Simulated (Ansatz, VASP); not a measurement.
# Nb (Nb wire along [111], 13 atoms a period): VASP beside Ansatz

Aim: how closely do two programs agree when they are given the same cell, functional and k mesh? The structure shown is the start of the Ansatz relaxation below; VASP solves that cell, so the two are compared at the walk's first step.

Program: Ansatz 0.2.0. Level of theory: plane waves, with VASP 6.6.1 beside it; single point at PBE. Results are calculated unless marked as measured.

### 1. Starting point

The cell holds 13 atoms: 13 Nb. Its edges and angles: a = 16.162 Å, b = 14.908 Å, c = 2.867 Å, α = 90.0°, β = 90.0°, γ = 90.0°. Vacuum lies along a and b. The structure's axis is c.

### 2. Ansatz: relaxation, PBE

Ansatz runs on its PAW soft_1 files.

The two programs are compared at the cell with which this relaxation starts, whose forces are those of its first step.

Input file input.yaml:

```yaml
crystal:
  lattice:
    - [16.162, 0.0, 0.0]
    - [0.0, 14.908, 0.0]
    - [0.0, 0.0, 2.8665440865]
  atoms:
    - { symbol: Nb, position: [0.210370004, 0.499993663, 0.0] }
    - { symbol: Nb, position: [0.355186453, 0.771921857, 0.0] }
    - { symbol: Nb, position: [0.500002901, 0.499993663, 0.0] }
    - { symbol: Nb, position: [0.64481935, 0.771921857, 0.0] }
    - { symbol: Nb, position: [0.355186453, 0.409350931, 0.333333333] }
    - { symbol: Nb, position: [0.500002901, 0.681279126, 0.333333333] }
    - { symbol: Nb, position: [0.64481935, 0.409350931, 0.333333333] }
    - { symbol: Nb, position: [0.355186453, 0.590636394, 0.666666667] }
    - { symbol: Nb, position: [0.500002901, 0.3187082, 0.666666667] }
    - { symbol: Nb, position: [0.64481935, 0.590636394, 0.666666667] }
    - { symbol: Nb, position: [0.355186453, 0.228065468, 0.0] }
    - { symbol: Nb, position: [0.64481935, 0.228065468, 0.0] }
    - { symbol: Nb, position: [0.789635799, 0.499993663, 0.0] }
kpoints:
  mp_grid: { grid: [1, 1, 28] }
scf:
  occupations: { method: fermi_dirac, width: 0.05 }
hamiltonian:
  xc: pbe
  pseudopotentials: { kind: paw, azcp: { folder: soft_1 } }
relax:
  cell: { fix: [a, b, alpha, beta, gamma] }
  max_steps: 45
  f_tol: 0.03
```

Run with:

```
> ansatz run input.yaml --threads 4 --pin off --max-ram 16384MiB --backend cpu --events-out ev --progress --plain --runs-dir out
```

Numbers of over 12 decimals in the logs are rounded to 6 here.

The log of the run:

```text
Engine: ansatz 0.2.0, x86_64-unknown-linux-gnu
Pseudopotentials: kind: paw
Pseudopotential: Nb, paw, valence charge 13, recommended cutoff 420 eV (normal), soft_1/Nb.paw.azcp
Functional definition: PBE
  parameter kappa = 0.804
  parameter beta = 0.066725
  exchange = pbe_x(kappa = kappa, mu = beta*pi^2/3)
  correlation = pbe_c(beta = beta)
Crystal: 13 atoms, lattice volume = 690.674 Å³
Basis set: ecut = 420 eV, 13503 PW (Γ), exchange–correlation on 240×200×40 points (8 copies of the dense FFT grid, shifted against one another)
Bands: 102, of which v1, the nominal top of the filled ones, is band 85 counted from 1 (84 counted from 0)
Symmetry: 4 space group operations
Space group: P2/m (ITA 10), of the structure as read, at distance tolerance 8.8e-5 Å
k-points: 15 of 28
Non-local potential: Nb, projectors of the file, l = 0: 3, l = 1: 2, l = 2: 2, l = 3: 1
PAW form: soft (Blöchl's): semilocal exchange-correlation on the pseudo side does not see the compensation charge
PAW one-centre angular grid: Nb, 590 points (default); XC on 64 Gauss nodes
Initial density: superposition of atomic densities (neutral atoms: chi_scale 0, normalization atom)
Initial wavefunctions: pseudopotential atomic-orbital guess
Functional: x = pbe(κ = 0.804, μ = 0.219515), c = pbe(β = 0.066725)
SCF iter   1: F=—  HF=-59180.782120 eV  |F-HF|=—  |Δ(HF+E_count)|=         —  Δρ=6.12e-2  dr2=2.33e2  ethr=3.10e-3  ⟨swp⟩=9.7  Hψ=7177  notcnv=0  defer=5
preconditioner: auto → LDOS  [metal: Δε(μ)=0.004 eV  Ē_g=3.532 eV  σ=0.050 eV  W_gap=0.02  n_scr=92 (ndim 8)  ℏωp=11.4 eV  f_vac=0.472  D(μ)=18.03/eV (n_scr^D=92)  β→1.0]
SCF iter   2: F=—  HF=-59179.300454 eV  |F-HF|=—  |Δ(HF+E_count)|=    1.48e0  Δρ=6.59e-2  dr2=3.89e2  ethr=3.10e-3  ⟨swp⟩=6.9  Hψ=5600  notcnv=0  defer=62
SCF iter   3: F=—  HF=-59162.160537 eV  |F-HF|=—  |Δ(HF+E_count)|=    1.71e1  Δρ=1.41e-2  dr2=2.03e0  ethr=3.10e-3  ⟨swp⟩=6.1  Hψ=4490  notcnv=0  defer=14
SCF iter   4: F=—  HF=-59162.223387 eV  |F-HF|=—  |Δ(HF+E_count)|=   6.28e-2  Δρ=5.21e-3  dr2=1.59e-1  ethr=1.20e-3  ⟨swp⟩=3.0  Hψ=2678  notcnv=0  defer=16
SCF iter   5: F=—  HF=-59162.272793 eV  |F-HF|=—  |Δ(HF+E_count)|=   4.94e-2  Δρ=2.33e-3  dr2=2.60e-1  ethr=9.41e-5  ⟨swp⟩=3.1  Hψ=2972  notcnv=0  defer=22
SCF iter   6: F=—  HF=-59162.272816 eV  |F-HF|=—  |Δ(HF+E_count)|=   2.37e-5  Δρ=8.70e-4  dr2=1.18e-2  ethr=9.41e-5  ⟨swp⟩=2.1  Hψ=1804  notcnv=0  defer=21
SCF iter   7: F=—  HF=-59162.276066 eV  |F-HF|=—  |Δ(HF+E_count)|=   3.25e-3  Δρ=2.93e-4  dr2=4.98e-4  ethr=7.00e-6  ⟨swp⟩=2.4  Hψ=1965  notcnv=0  defer=21
SCF iter   8: F=—  HF=-59162.276534 eV  |F-HF|=—  |Δ(HF+E_count)|=   4.68e-4  Δρ=8.03e-5  dr2=1.46e-4  ethr=2.95e-7  ⟨swp⟩=2.7  Hψ=2624  notcnv=0  defer=21
SCF iter   9: F=—  HF=-59162.276538 eV  |F-HF|=—  |Δ(HF+E_count)|=   3.81e-6  Δρ=2.42e-5  dr2=1.78e-5  ethr=8.66e-8  ⟨swp⟩=2.5  Hψ=2314  notcnv=0  defer=21
SCF iter  10: F=—  HF=-59162.276021 eV  |F-HF|=—  |Δ(HF+E_count)|=   5.17e-4  Δρ=7.28e-6  dr2=8.94e-7  ethr=1.05e-8  ⟨swp⟩=2.1  Hψ=1965  notcnv=0  defer=21
SCF iter  11: F=—  HF=-59162.276021 eV  |F-HF|=—  |Δ(HF+E_count)|=   1.64e-7  Δρ=3.06e-6  dr2=1.18e-7  ethr=5.29e-10  ⟨swp⟩=3.3  Hψ=2900  notcnv=0  defer=21
SCF iter  12: F=-59162.276021 eV  HF=-59162.276021 eV  |F-HF|=1.76e-9  |Δ(HF+E_count)|=   3.33e-8  Δρ=1.31e-6  dr2=1.95e-8  ethr=5.92e-11  ⟨swp⟩=5.1  Hψ=4589  notcnv=0
SCF 1 converged in 12 iterations: F = -59162.276021 eV  dr2 = 1.95e-8
  greatest PAW one-centre occupation: 0.998 electrons in one spin orbital (limit 2), on the Nb atom at site 2 (counted from 0), in its partial waves of l = 0
relax step   1: F+E_penalty+E_count = -59162.27602127 eV  Δ(F+E_penalty+E_count) = +0.000e0 eV  max|allowed force component| = 1.800e0 eV/Å  Δτ_max = 0.0000 Å  P = -5.122 GPa  Ω = 690.674 Å³  fix = [a, b, alpha, beta, gamma]  reactions: a -3.920, b -3.923 GPa; alpha +0.003 GPa/rad  (12 SCF iters, dr2 threshold 1.00e-7 eV, accepted)
[...]
relax step   6: F+E_penalty+E_count = -59164.87777142 eV  Δ(F+E_penalty+E_count) = -3.672e-2 eV  max|allowed force component| = 2.385e-2 eV/Å  Δτ_max = 0.0558 Å  P = -0.122 GPa  Ω = 627.423 Å³  energy of the carried Pulay correction = +2.823e-3 eV  fix = [a, b, alpha, beta, gamma]  reactions: a -0.097, b -0.200 GPa; alpha +0.019 GPa/rad  (12 SCF iters, accepted)
[...]
relax step   7: F+E_penalty+E_count = -59164.87824824 eV  Δ(F+E_penalty+E_count) = -4.768e-4 eV  max|allowed force component| = 4.135e-3 eV/Å  Δτ_max = 0.0056 Å  P = -0.038 GPa  Ω = 627.380 Å³  energy of the carried Pulay correction = +2.825e-3 eV  fix = [a, b, alpha, beta, gamma]  reactions: a -0.019, b -0.121 GPa; alpha +0.017 GPa/rad  (7 SCF iters, dr2 threshold 1.15e-8 eV, accepted)
[...]
relax step   8: F+E_penalty+E_count = -59164.87612180 eV  Δ(F+E_penalty+E_count) = +2.126e-3 eV  max|allowed force component| = 4.145e-3 eV/Å  Δτ_max = 0.0000 Å  P = -0.038 GPa  Ω = 627.380 Å³  fix = [a, b, alpha, beta, gamma]  reactions: a -0.018, b -0.120 GPa; alpha +0.017 GPa/rad  stress off target by 2.46e-2 GPa on what of the cell is left free  SCF on the basis re-selected at this cell (its energy is not comparable with the rows above)  (6 SCF iters)
basis re-selected at this cell: Δ(F+E_penalty+E_count) = +2.126e-3 eV, ΔP = -0.000 GPa vs the last step (what re-selecting the basis moved, of the pressure what is left beyond the Pulay correction that the steps carried, after the strain that the cell walked since its last selection, with what the two solves' SCF thresholds leave and, on support functions, any second-order correction that the steps lacked; it is no measure of the basis error at this ecutwfc). The dense FFT grid was sized anew with the basis: this SCF ran on 120×100×18 points, the steps before it on 120×100×20, so part of this shift can come from that change (see relax.cell in the input reference). [rest of the remark cut]
SCF converged after 6 iterations
Free energy (F): -59164.876122 eV
Harris-Foulkes:  -59164.876122 eV  (|F-HF|=1.67e-10)
Internal energy: -59164.756985 eV  (E = F + TS)
E sigma→0 (E₀):  -59164.816553 eV
Entropy (-TS):   -0.119137 eV (-9.164 meV/atom)
Fermi energy:    4.520069 eV
--- Per-component energies (eV) ---
  E_band       = -3144.398957
  E_kinetic    = 4851.856358
  E_local      = -74101.529811  (includes V_loc(G=0)·N_el)
  E_nonlocal   = 1257.520666
  E_hartree    = 34490.502241
  E_xc         = -2142.702318
  E_vxc        = -2592.520383  (∫ρ·V_xc dr)
  E_paw        = -40075.571685  (= ΣΔE_a)
  E_vpaw       = -1540.731811  (= ΣTr[D̂ρ^β])
  E_aug_tail   = 0.000562  (compensation charges beyond the density's cutoff)
  E_ewald      = 16555.167002
  E_smearing   = -0.119137  (= −TS)
  E_closure    = -0.000000  (closes the sum)
  Σ components = -59164.876122   (vs F -59164.876122, Δ=0.00e0)
--- Forces (eV/Å), atoms counted from 1 ---
  atom   1  Nb    -0.00111541     0.00000000     0.00000000
  atom   2  Nb    -0.00037331     0.00019486    -0.00032865
  atom   3  Nb     0.00000000     0.00000000     0.00000000
  atom   4  Nb     0.00037331     0.00019486    -0.00032865
  atom   5  Nb    -0.00315671    -0.00252002    -0.00252575
  atom   6  Nb     0.00000000     0.00414536    -0.00236192
  atom   7  Nb     0.00315671    -0.00252002    -0.00252575
  atom   8  Nb    -0.00315671     0.00252002     0.00252575
  atom   9  Nb     0.00000000    -0.00414536     0.00236192
  atom  10  Nb     0.00315671     0.00252002     0.00252575
  atom  11  Nb    -0.00037331    -0.00019486     0.00032865
  atom  12  Nb     0.00037331    -0.00019486     0.00032865
  atom  13  Nb     0.00111541     0.00000000     0.00000000
  max |Σ_I F_I| component: 8.13e-19 eV/Å
--- Stress (GPa, compression-positive) ---
       -0.018187       0.000000       0.000000
        0.000000      -0.120310      -0.017442
        0.000000      -0.017442       0.024594
  P = ⅓ Tr σ = -0.0380 GPa (-0.380 kbar)
--- Relaxed structure (7 steps of the walk, 6 accepted, 1 SCFs on fresh bases) ---
  F+E_penalty+E_count = -59164.87612180 eV   max|allowed force component| = 4.145e-3 eV/Å   (the final SCF, on the basis selected at the relaxed cell)
  cell:  # Å, volume = 627.3796 Å³
    - [16.162, 0.0, 0.0]
    - [0.0, 14.908, 0]
    - [0.0, 0, 2.603849]
  atoms:
    - { symbol: Nb, position: [0.214198, 0.500000, 0] }
    - { symbol: Nb, position: [0.356986, 0.768816, 0.00157753] }
    - { symbol: Nb, position: [0.5, 0.500000, 0] }
    - { symbol: Nb, position: [0.643014, 0.768816, 0.00157753] }
    - { symbol: Nb, position: [0.347791, 0.404540, 0.371330] }
    - { symbol: Nb, position: [0.5, 0.690806, 0.373103] }
    - { symbol: Nb, position: [0.652209, 0.404540, 0.371330] }
    - { symbol: Nb, position: [0.347791, 0.595460, 0.628670] }
    - { symbol: Nb, position: [0.5, 0.309194, 0.626897] }
    - { symbol: Nb, position: [0.652209, 0.595460, 0.628670] }
    - { symbol: Nb, position: [0.356986, 0.231184, -0.00157753] }
    - { symbol: Nb, position: [0.643014, 0.231184, -0.00157753] }
    - { symbol: Nb, position: [0.785802, 0.500000, 0] }
```

### 3. VASP: single point, PBE, start cell

The same cell, functional, mesh and smearing now go to VASP, with its own data sets.

Lines of VASP's logs that name or quote its potential files are left out, and so is its time.

Input file INCAR:

```
SYSTEM = Nb
PREC = Accurate
ENCUT = 400
EDIFF = 1E-06
NELM = 120
ISMEAR = -1
SIGMA = 0.05
LREAL = .FALSE.
ALGO = Normal
GGA = PE
NBANDS = 104
LASPH = .TRUE.
LORBIT = 11
LWAVE = .FALSE.
LCHARG = .FALSE.
ISIF = 2
GGA_COMPAT = .FALSE.
KPAR = 4
```

Input file POSCAR:

```
Nb
1.0
   16.1620000000      0.0000000000      0.0000000000
    0.0000000000     14.9080000000      0.0000000000
    0.0000000000      0.0000000000      2.8665440000
Nb
13
Direct
    0.2103670957      0.5000000000      0.0000000000
    0.3551835788      0.7719282265      0.0000000000
    0.5000000000      0.5000000000      0.0000000000
    0.6448164212      0.7719282265      0.0000000000
    0.3551835788      0.4093572578      0.3333334496
    0.5000000000      0.6812854843      0.3333334496
    0.6448164212      0.4093572578      0.3333334496
    0.3551835788      0.5906427422      0.6666665504
    0.5000000000      0.3187145157      0.6666665504
    0.6448164212      0.5906427422      0.6666665504
    0.3551835788      0.2280717735      0.0000000000
    0.6448164212      0.2280717735      0.0000000000
    0.7896329043      0.5000000000      0.0000000000
```

Input file KPOINTS:

```
Automatic mesh
0
Gamma
1 1 28
0 0 0
```

Potentials, in the order of the species: Nb_sv (PBE family, release 64).

Run with:

```
> mpirun -np 4 vasp_std
```

The log of the run:

```text
[banner, memory and clock lines left out]
running    4 mpi-ranks, on    1 nodes
 distrk:  each k-point on    1 cores,    4 groups
 distr:  one band on    1 cores,    1 groups

 POSCAR found type information on POSCAR Nb
 POSCAR found :  1 types and      13 ions
 LDA part: xc-table for (Slater+PW92), standard interpolation
 POSCAR, INCAR and KPOINTS ok, starting setup
 FFT: planning ... GRIDC
 FFT: planning ... GRID_SOFT
 FFT: planning ... GRID
 WAVECAR not read
 entering main loop
       N       E                     dE             d eps       ncg     rms          rms(c)
DAV:   1     0.155320938660E+04    0.15532E+04   -0.84305E+04  4080   0.122E+03
DAV:   2     0.578699857166E+02   -0.14953E+04   -0.14469E+04  3768   0.489E+02
DAV:   3    -0.110254505633E+03   -0.16812E+03   -0.16285E+03  4888   0.100E+02
DAV:   4    -0.131506500566E+03   -0.21252E+02   -0.20849E+02  5768   0.342E+01
DAV:   5    -0.133603009880E+03   -0.20965E+01   -0.20800E+01  4944   0.868E+00    0.254E+01
DAV:   6    -0.158859025794E+03   -0.25256E+02   -0.28063E+02  4840   0.432E+01    0.360E+01
DAV:   7    -0.117625055300E+03    0.41234E+02   -0.19752E+02  4808   0.328E+01    0.998E+00
DAV:   8    -0.115587886734E+03    0.20372E+01   -0.36326E+01  4856   0.138E+01    0.677E+00
DAV:   9    -0.115091858945E+03    0.49603E+00   -0.51388E+00  5088   0.668E+00    0.486E+00
DAV:  10    -0.115053708240E+03    0.38151E-01   -0.88412E-01  4744   0.306E+00    0.433E+00
DAV:  11    -0.115015810235E+03    0.37898E-01   -0.42797E-01  4704   0.234E+00    0.367E+00
DAV:  12    -0.114928695796E+03    0.87114E-01   -0.48681E-01  4800   0.328E+00    0.101E+00
DAV:  13    -0.114924217174E+03    0.44786E-02   -0.93207E-02  4912   0.119E+00    0.343E-01
DAV:  14    -0.114928041788E+03   -0.38246E-02   -0.21261E-02  5320   0.569E-01    0.305E-01
[...]
DAV:  19    -0.114933048393E+03   -0.16556E-03   -0.21232E-04  4552   0.471E-02    0.188E-02
DAV:  20    -0.114933248367E+03   -0.19997E-03   -0.52489E-05  3920   0.274E-02    0.967E-03
DAV:  21    -0.114933394599E+03   -0.14623E-03   -0.17665E-05  3328   0.119E-02    0.680E-03
DAV:  22    -0.114933510288E+03   -0.11569E-03   -0.13325E-05  3048   0.947E-03    0.318E-03
DAV:  23    -0.114933526325E+03   -0.16038E-04   -0.33705E-06  3144   0.487E-03    0.418E-03
DAV:  24    -0.114933535366E+03   -0.90410E-05   -0.17641E-06  2624   0.460E-03    0.172E-03
DAV:  25    -0.114933536788E+03   -0.14219E-05   -0.42481E-07  2256   0.244E-03    0.578E-04
DAV:  26    -0.114933537171E+03   -0.38325E-06   -0.19631E-07  2048   0.166E-03
   1 F= -.11493354E+03 E0= -.11483410E+03  d E =-.198883E+00
```

(Continued in part 2 of 2.)

[Lines on the potential files, build, host, timing and source positions are cut from VASP's logs without a mark.]

[Logs are printed without paths, hosts, clocks, repeated set-up lines and the standing remarks that a program may print on its own settings, such as how far it seeks lower states.]

[Hosts, paths, dates, database ids (printed as entryN), source tags and the programs' standing remarks are cut or masked in the printed files.]
